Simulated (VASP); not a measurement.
# GaN with r2SCAN: from relaxation to properties, part 3 of 7

Aim: relax GaN with r2SCAN, compute its properties on that cell and hold them against experiment. The start is a cell from a database of measured crystal structures.

VASP 6.6.1, plane waves and PAW; the level of theory is named at each step.

So far. Step 3 (Second relaxation): It ends with a largest force of 0.004 eV/Å and a pressure of 0.04 GPa. The volume moved by only 0.04 %, so the cell is settled. Step 4 (Single point with fields (r2SCAN)): In this run the pressure is 0.01 GPa, small enough to go on. The relaxed cell has a = 3.189, c = 5.194 Å (conventional setting).

The database entry behind the starting cell differs from later determinations by our own check (about 0.3 % short, ideal inner coordinate), so it need not match the best structure at ambient conditions.

**5. Bands along the symmetry lines (r2SCAN)**

Level of this step: r2SCAN; plane waves and PAW (Ga_d, N) (VASP).

The mesh alone shows little of the dispersion and can miss band extrema, so KPOINTS_OPT adds a path through the symmetry points after the self-consistent cycle.

The input, INCAR:

```
SYSTEM = GaN
PREC = Accurate
ENCUT = 520
EDIFF = 1E-06
NELM = 100
ISMEAR = 0
SIGMA = 0.05
LREAL = .FALSE.
ALGO = Normal
METAGGA = R2SCAN
LASPH = .TRUE.
NBANDS = 32
LORBIT = 11
LWAVE = .FALSE.
LCHARG = .FALSE.
KPAR = 4
```

The input, POSCAR:

```
GaN
1.0
    3.1888555310      0.0000000000      0.0000000000
   -1.5944277655      2.7616298988      0.0000000000
    0.0000000000      0.0000000000      5.1940668973
Ga N
2 2
Direct
    0.3333333333      0.6666666667      0.9991932276
    0.6666666667      0.3333333333      0.4991932276
    0.3333333333      0.6666666667      0.3758067724
    0.6666666667      0.3333333333      0.8758067724
```

The input, KPOINTS:

```
Automatic mesh
0
Gamma
7 7 4
0 0 0
```

The input, KPOINTS_OPT:

```
Line mode
16
Line-mode
Reciprocal
  0.00000000   0.00000000   0.00000000 GAMMA
  0.50000000   0.00000000   0.00000000 M

  0.50000000   0.00000000   0.00000000 M
  0.33333333   0.33333333   0.00000000 K

  0.33333333   0.33333333   0.00000000 K
  0.00000000   0.00000000   0.00000000 GAMMA

  0.00000000   0.00000000   0.00000000 GAMMA
  0.00000000   0.00000000   0.50000000 A

  0.00000000   0.00000000   0.50000000 A
  0.50000000   0.00000000   0.50000000 L

  0.50000000   0.00000000   0.50000000 L
  0.33333333   0.33333333   0.50000000 H

  0.33333333   0.33333333   0.50000000 H
  0.00000000   0.00000000   0.50000000 A

  0.50000000   0.00000000   0.50000000 L
  0.50000000   0.00000000   0.00000000 M

  0.33333333   0.33333333   0.00000000 K
  0.33333333   0.33333333   0.50000000 H
```

Potentials, in the order of the species: Ga_d and N (PBE family, release 64).

Launch:

```sh
> mpirun -np 4 vasp_std
```

The log of the run:

```text
[... set-up lines as in an earlier step ...]
 entering main loop
       N       E                     dE             d eps       ncg     rms          rms(c)
DAV:   1     0.285569068695E+03    0.28557E+03   -0.16502E+04  1912   0.214E+03
DAV:   2    -0.104068560560E+02   -0.29598E+03   -0.26994E+03  1560   0.521E+02
DAV:   3    -0.522668522554E+02   -0.41860E+02   -0.41213E+02  1800   0.133E+02
DAV:   4    -0.536307655851E+02   -0.13639E+01   -0.13625E+01  1760   0.268E+01
DAV:   5    -0.536525599172E+02   -0.21794E-01   -0.21794E-01  1912   0.336E+00    0.102E+01
DAV:   6    -0.436066042353E+02    0.10046E+02   -0.50028E+00  2504   0.409E+01    0.304E+00
DAV:   7    -0.438004525477E+02   -0.19385E+00   -0.14661E+00  1616   0.789E+00    0.263E+00
DAV:   8    -0.438200756764E+02   -0.19623E-01   -0.51659E-02  2304   0.383E+00    0.724E-01
DAV:   9    -0.438204892463E+02   -0.41357E-03   -0.24871E-02  2048   0.186E+00    0.158E-01
DAV:  10    -0.438206187962E+02   -0.12955E-03   -0.24428E-03  2064   0.385E-01    0.522E-02
DAV:  11    -0.438207676391E+02   -0.14884E-03   -0.23279E-04  1880   0.132E-01    0.177E-02
DAV:  12    -0.438207614619E+02    0.61772E-05   -0.40423E-05  1928   0.742E-02    0.100E-02
DAV:  13    -0.438207580202E+02    0.34417E-05   -0.46845E-06  1784   0.125E-02    0.961E-03
DAV:  14    -0.438207582727E+02   -0.25254E-06   -0.68857E-07  1296   0.764E-03
   1 F= -.43820758E+02 E0= -.43820758E+02  d E =-.188839E-15
 Start KPOINTS_OPT (optional k-point list driver)
k-point batch [1-24\144]
       N       E                     dE             ncg
DAV:   1     0.341081800509E+04   -0.19016E+05     1904
DAV:   2    -0.349081754102E+04   -0.69016E+04     1536
DAV:   3    -0.443944511154E+04   -0.94863E+03     1816
DAV:   4    -0.446899301723E+04   -0.29548E+02     1744
DAV:   5    -0.446941818521E+04   -0.42517E+00     1984
DAV:   6    -0.446943533899E+04   -0.17154E-01     2096
DAV:   7    -0.446943567699E+04   -0.33801E-03     2048
DAV:   8    -0.446943567980E+04   -0.28023E-05     1392
DAV:   9    -0.446943568009E+04   -0.28941E-06     1272
[...]
k-point batch [121-144\144]
       N       E                     dE             ncg
DAV:   1     0.336557594971E+04   -0.32900E+05     1904
DAV:   2    -0.363750641163E+04   -0.70031E+04     1560
DAV:   3    -0.461817772630E+04   -0.98067E+03     1800
DAV:   4    -0.464909272566E+04   -0.30915E+02     1792
DAV:   5    -0.464954537461E+04   -0.45265E+00     1936
DAV:   6    -0.464956198398E+04   -0.16609E-01     2136
DAV:   7    -0.464956229213E+04   -0.30815E-03     2024
DAV:   8    -0.464956229713E+04   -0.50006E-05     1424
DAV:   9    -0.464956229773E+04   -0.60543E-06     1264
```

Run time: 75 s. Hardware: 4 MPI ranks of Intel Xeon 6975P-C (Granite Rapids), shared host; peak memory 0.79 GiB.

From OUTCAR (step 5):

```text
   k-points           NKPTS =     24   k-points in BZ     NKDIM =     24   number of bands    NBANDS=     32

   NELECT =      36.0000    total number of electrons

 E-fermi :   5.3073

 k-point     1 :       0.0000    0.0000    0.0000
  band No.  band energies     occupation
    ...
     14       3.9820      2.00000
     15       3.9820      2.00000
     16       5.0036      2.00000
     17       5.0425      2.00000
     18       5.0425      2.00000
     19       7.3451      0.00000
     20       9.8196      0.00000
     21      14.9650      0.00000
     22      15.5982      0.00000
     23      15.5982      0.00000
    ...

  Total       -0.0035014     -0.0035014     -0.0355179      0.0000000      0.0000000      0.0000000
  in kB       -0.1226436     -0.1226436     -1.2440858      0.0000000      0.0000000      0.0000000
  external PRESSURE =      -0.4964576 kB  Pullay stress =       0.0000000 kB

 POSITION                                       TOTAL-FORCE (eV/Angst)
 -----------------------------------------------------------------------------------
     -0.00000      1.84109      5.18988        -0.000000     -0.000000     -0.003420
      1.59443      0.92054      2.59284         0.000000      0.000000     -0.003420
     -0.00000      1.84109      1.95197         0.000000      0.000000      0.003420
      1.59443      0.92054      4.54900         0.000000      0.000000      0.003420
 -----------------------------------------------------------------------------------
    total drift:                                0.000002      0.000004      0.035217

  FREE ENERGIE OF THE ION-ELECTRON SYSTEM (eV)
  ---------------------------------------------------
  free  energy   TOTEN  =       -43.8207582727 eV

  energy  without entropy=      -43.8207582727  energy(sigma->0) =      -43.82075827

[... 9 parts as in an earlier step ...]

[... 7 further parts left out ...]
```

Spin-orbit coupling is off here; it would split degenerate levels.

This step gave:

* bands: 32
* Fermi energy: 5.307 eV
* pressure: -0.04965 GPa
* least gap on mesh and path: 2.302 eV
* least direct gap on mesh and path: 2.303 eV

Electronic bands along the path, in eV, zero at the valence-band top; v1 is the highest filled band, c1 the lowest empty one:

```
          point     v4     v3     v2     v1    c1    c2    c3     c4
              Γ  -1.06  -0.04   0.00   0.00  2.30  4.78  9.92  10.56
0.53 of the way  -3.15  -2.12  -0.82  -0.56  4.90  6.48  7.79   9.13
              M  -4.28  -2.82  -2.23  -1.02  5.56  6.09  6.53   9.30
0.47 of the way  -4.26  -3.56  -2.37  -1.84  6.11  7.01  7.08   9.16
              K  -5.38  -3.03  -3.03  -2.78  5.59  8.47  8.47   9.05
0.47 of the way  -4.00  -2.64  -1.19  -1.03  5.66  7.42  7.84   8.21
              Γ  -1.06  -0.04   0.00   0.00  2.30  4.78  9.92  10.56
0.47 of the way  -0.93  -0.93  -0.14  -0.14  3.41  4.87  9.55  10.33
              A  -0.54  -0.54  -0.54  -0.54  4.73  4.73  9.15   9.15
0.47 of the way  -2.07  -2.07  -1.25  -1.25  5.78  5.78  8.24   8.24
              L  -1.99  -1.99  -1.94  -1.94  4.87  4.87  8.38   8.38
0.53 of the way  -3.37  -3.37  -1.62  -1.62  5.95  5.95  8.72   8.72
              H  -4.27  -4.27  -1.52  -1.52  6.98  6.98  7.86   7.86
0.47 of the way  -2.29  -2.29  -1.88  -1.88  6.19  6.19  8.36   8.36
              A  -0.54  -0.54  -0.54  -0.54  4.73  4.73  9.15   9.15
      jump to L  -1.99  -1.99  -1.94  -1.94  4.87  4.87  8.38   8.38
0.47 of the way  -3.25  -2.56  -1.69  -1.37  4.71  5.58  8.24   8.39
              M  -4.28  -2.82  -2.23  -1.02  5.56  6.09  6.53   9.30
      jump to K  -5.38  -3.03  -3.03  -2.78  5.59  8.47  8.47   9.05
0.47 of the way  -5.11  -3.23  -2.31  -2.31  6.27  7.86  7.86   8.84
              H  -4.27  -4.27  -1.52  -1.52  6.98  6.98  7.86   7.86
```

The largest weight of each band there:

| point | v4 | v3 | v2 | v1 | c1 | c2 | c3 | c4 |
| --- | --- | --- | --- | --- | --- | --- | --- | --- |
| Γ | N 0.72 | N 0.78 | N 0.78 | N 0.78 | N 0.57 | Ga 0.72 | N 0.80 | Ga 1.00 |
| M | N 0.56 | N 0.66 | N 0.64 | N 0.73 | Ga 0.89 | Ga 0.61 | Ga 0.54 | N 0.63 |
| K | N 0.56 | N 0.62 | N 0.62 | N 0.64 | Ga 0.90 | N 0.54 | N 0.54 | N 0.69 |
| Γ | N 0.72 | N 0.78 | N 0.78 | N 0.78 | N 0.57 | Ga 0.72 | N 0.80 | Ga 1.00 |
| A | N 0.74 | N 0.74 | N 0.74 | N 0.74 | N 0.53 | N 0.53 | Ga 0.64 | Ga 0.64 |
| L | N 0.68 | N 0.68 | N 0.68 | N 0.68 | Ga 0.75 | Ga 0.75 | Ga 0.78 | Ga 0.78 |

The electronic bands as a text plot (rows in eV, shown from -7.2 to 7.9 only):

```
    7.5 |    +     +   + ++                    +           +   ++
    6.9 |     ++  +     +                     +++           +  ++
    6.3 |  +++++++++   +   ++                +   ++++         +
    5.7 | +   ++++  +++  +           +++    +        +    ++++
    5.0 |+   +            +  ++++++++   ++++          ++ + +
    4.4 |   +              +      +                     +++
    3.8 |  +                +    +
    3.2 | +                     +
    2.5 |+                   +++
    1.9 |
    1.3 |
    0.7 |
    0.0 |***                 *****
   -0.6 | *****           **** * ****                 ***
   -1.2 |**  ******      ** *****   ***        *     **   ***
   -1.8 | ***  *   *    *  **        ********** ******   ***   **
   -2.5 |  ************* ****    *         **      *     **** *
   -3.1 |       *** **     *                      *       * ***
   -3.7 |   ***    *  *****       ***        *  **    ***  *   **
   -4.3 |      *****   ***        *  **       **     *      *   *
   -5.0 |    ***   ** * *              *           **         **
   -5.6 |       *** *****        *                *        ****
   -6.2 |   ********     **     *       **   *****       **    **
   -6.9 |***               *****          ***            ****
         Γ      M    K        Γ   A       L    H       A|L M|K  H
```

The path finds the gap of the mesh within 0.02 eV, so the mesh comes close to both band edges.

**6. Total and projected DOS (r2SCAN)**

A density of states needs more k-points than a total energy; ISMEAR = -5 takes tetrahedra, and LORBIT projects the states on the PAW spheres. The mesh is finer than in the run before.

Changes to INCAR since step 5:

```diff
@@ -5,3 +5,3 @@
 NELM = 100
-ISMEAR = 0
+ISMEAR = -5
 SIGMA = 0.05
@@ -16 +16,2 @@
 KPAR = 4
+NEDOS = 2001
```

POSCAR is that of step 5.

The input, KPOINTS:

```
Automatic mesh
0
Gamma
10 10 6
0 0 0
```

Launch:

```sh
> mpirun -np 4 vasp_std
```

The log of the run:

```text
[... set-up lines as in an earlier step ...]
 entering main loop
       N       E                     dE             d eps       ncg     rms          rms(c)
DAV:   1     0.284207880507E+03    0.28421E+03   -0.16670E+04  4384   0.214E+03
DAV:   2    -0.948364638185E+01   -0.29369E+03   -0.26954E+03  3608   0.512E+02
DAV:   3    -0.522010626185E+02   -0.42717E+02   -0.41999E+02  4264   0.134E+02
DAV:   4    -0.536290596462E+02   -0.14280E+01   -0.14262E+01  4104   0.274E+01
DAV:   5    -0.536526334855E+02   -0.23574E-01   -0.23573E-01  4416   0.351E+00    0.102E+01
DAV:   6    -0.436074551830E+02    0.10045E+02   -0.50462E+00  5752   0.409E+01    0.304E+00
DAV:   7    -0.438016119770E+02   -0.19416E+00   -0.14722E+00  3832   0.789E+00    0.264E+00
DAV:   8    -0.438209880404E+02   -0.19376E-01   -0.51649E-02  5424   0.378E+00    0.750E-01
DAV:   9    -0.438216561246E+02   -0.66808E-03   -0.24328E-02  4688   0.180E+00    0.160E-01
DAV:  10    -0.438217728334E+02   -0.11671E-03   -0.22981E-03  4672   0.358E-01    0.593E-02
DAV:  11    -0.438219183861E+02   -0.14555E-03   -0.24144E-04  4696   0.156E-01    0.204E-02
DAV:  12    -0.438219090495E+02    0.93366E-05   -0.53109E-05  4224   0.819E-02    0.764E-03
DAV:  13    -0.438219050510E+02    0.39985E-05   -0.64798E-06  4336   0.145E-02    0.954E-03
DAV:  14    -0.438219053887E+02   -0.33764E-06   -0.78048E-07  3120   0.917E-03
   1 F= -.43821905E+02 E0= -.43821905E+02  d E =0.000000E+00
```

Elapsed: 47 s, on 4 MPI ranks; peak memory 0.82 GiB.

Parts of OUTCAR (step 6):

```text
   k-points           NKPTS =     56   k-points in BZ     NKDIM =     56   number of bands    NBANDS=     32

   NELECT =      36.0000    total number of electrons

 E-fermi :   5.0479

 k-point     1 :       0.0000    0.0000    0.0000
  band No.  band energies     occupation
    ...
     14       3.9814      2.00000
     15       3.9814      2.00000
     16       5.0029      2.00000
     17       5.0418      2.00000
     18       5.0418      2.00000
     19       7.3447      0.00000
     20       9.8193      0.00000
     21      14.9644      0.00000
     22      15.5980      0.00000
     23      15.5981      0.00000
    ...

  Total       -0.0068127     -0.0068127     -0.0319315      0.0000000      0.0000000      0.0000000
  in kB       -0.2386298     -0.2386298     -1.1184643      0.0000000      0.0000000      0.0000000
  external PRESSURE =      -0.5319079 kB  Pullay stress =       0.0000000 kB

 POSITION                                       TOTAL-FORCE (eV/Angst)
 -----------------------------------------------------------------------------------
     -0.00000      1.84109      5.18988         0.000000      0.000000     -0.003525
      1.59443      0.92054      2.59284        -0.000000      0.000000     -0.003525
     -0.00000      1.84109      1.95197        -0.000000     -0.000000      0.003525
      1.59443      0.92054      4.54900        -0.000000      0.000000      0.003525
 -----------------------------------------------------------------------------------
    total drift:                                0.000002      0.000004      0.035284

  FREE ENERGIE OF THE ION-ELECTRON SYSTEM (eV)
  ---------------------------------------------------
  free  energy   TOTEN  =       -43.8219053887 eV

  energy  without entropy=      -43.8219053887  energy(sigma->0) =      -43.82190539

[... 7 parts as in an earlier step ...]

[... 9 further parts left out ...]
```

This step gave:

- irreducible k-points: 56
- Fermi energy: 5.048 eV
- pressure: -0.05319 GPa

The density of states has structure finer than the step of the table below, so its rows give means over 1 eV, whole bins alone (the curve runs from -12.0 to 10.2 eV). Peaks (eV: height): total -11.9: 3.71, -6.0: 3.17, -1.6: 4.09, 8.8: 4.33; N p -6.0: 0.902, -1.6: 2.07, 8.8: 1.20; Ga p -4.1: 0.258, -1.6: 0.615, 6.0: 0.349, 8.8: 0.478; Ga d -11.9: 2.13, -1.6: 0.269, 8.8: 0.308; Ga s -6.0: 1.00, 6.1: 0.298, 8.8: 0.869.

States under -12.0 eV and over 10.2 eV are left out. The density of states by energy, zero at the valence-band top; means over each step; values in states/eV/cell:

```
energy (eV)   total      N p     Ga p     Ga d     Ga s      N s
         -8       0        0        0        0        0        0
         -7   0.270   0.0737   0.0183  0.00662   0.0779  0.00268
         -6    2.08    0.590    0.116   0.0684    0.624   0.0473
         -5    1.06    0.317   0.0958   0.0565    0.208   0.0571
         -4    1.32    0.469    0.199   0.0646    0.120   0.0376
         -3    1.93    0.799    0.327   0.0967   0.0821   0.0280
         -2    2.91     1.40    0.455    0.183   0.0522   0.0183
         -1    2.16     1.16    0.267    0.185   0.0140  0.00657
          0   0.291    0.171   0.0212   0.0341   2.0e-4   1.6e-4
          1       0        0        0        0        0        0
          2  1.9e-4   8.2e-6        0        0   4.6e-5   5.1e-5
          3  0.0342  0.00498   9.4e-4   1.9e-4  0.00681  0.00894
          4   0.144   0.0277  0.00815  0.00109   0.0244   0.0312
          5    1.03    0.127    0.132   0.0415    0.161    0.141
          6    1.86    0.233    0.263    0.127    0.266    0.159
          7    1.09    0.192    0.130   0.0749    0.190   0.0674
          8    1.81    0.403    0.212    0.141    0.359   0.0372
          9    1.97    0.508    0.258    0.140    0.376   0.0162
```

The gap on this mesh is 2.30 eV. In the top eV of the valence band the largest shares in the PAW spheres are N p 57 %, Ga d 10 % and Ga p 10 %; in the lowest eV of the conduction band, N s 27 %, Ga s 21 % and N p 13 %. The rest lies in smaller channels or between the spheres.

[end of part 3 of 7]

[Lines on the potential files, build, host, timing and source positions are cut from VASP's logs without a mark.]

[Logs are printed without paths, hosts, clocks, repeated set-up lines and the standing remarks that a program may print on its own settings, such as how far it seeks lower states.]

[Hosts, paths, dates, database ids (printed as entryN), source tags and the programs' standing remarks are cut or masked in the printed files.]

[Measured values are set beside computed ones only where the two were judged alike; some that the calculation misses by far are left out.]

[In band tables of VASP the shares of atoms and orbitals are scaled to a sum of 1 inside the atoms' spheres.]
